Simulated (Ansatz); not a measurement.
**CdSe: equation of state with PBE+D3(BJ)**

Crystal: CdSe.

```xyz
2
Lattice="0.0000 3.0703 3.0703 3.0703 0.0000 3.0703 3.0703 3.0703 0.0000" Properties=species:S:1:pos:R:3 pbc="T T T"
Cd    0.0000    0.0000    0.0000
Se    1.5351    1.5351    1.5351
```

Measurements of this composition are mostly on another form, of space group No. 186.

```
Program             : Ansatz 0.2.0
Task                : equation of state
Functional          : PBE
Dispersion          : D3(BJ)
Potentials or basis : Ansatz PAW
Cutoff              : 420 eV
Density cutoff      : 1680 eV
k mesh              : 8 × 8 × 8
Occupations         : fermi-dirac, width 0.05 eV
Spin                : no spin polarisation
```

```yaml
Equilibrium_volume: 28.53 Å³/atom
Bulk_modulus: 50 GPa
Pressure_derivative_of_the_bulk_modulus: 4.7
```

Energy against volume, from the lowest point:
| volume (Å³/atom) | energy (meV/atom) |
| --- | --- |
| 27.206 | 10.42 |
| 27.784 | 3.07 |
| 28.363 | 0.00 |
| 28.942 | 0.74 |
| 29.521 | 4.85 |
| 30.100 | 11.99 |
| 30.679 | 21.82 |

All runs of the series together: 15 s on 2 threads of Arm Neoverse V1 (shared host).
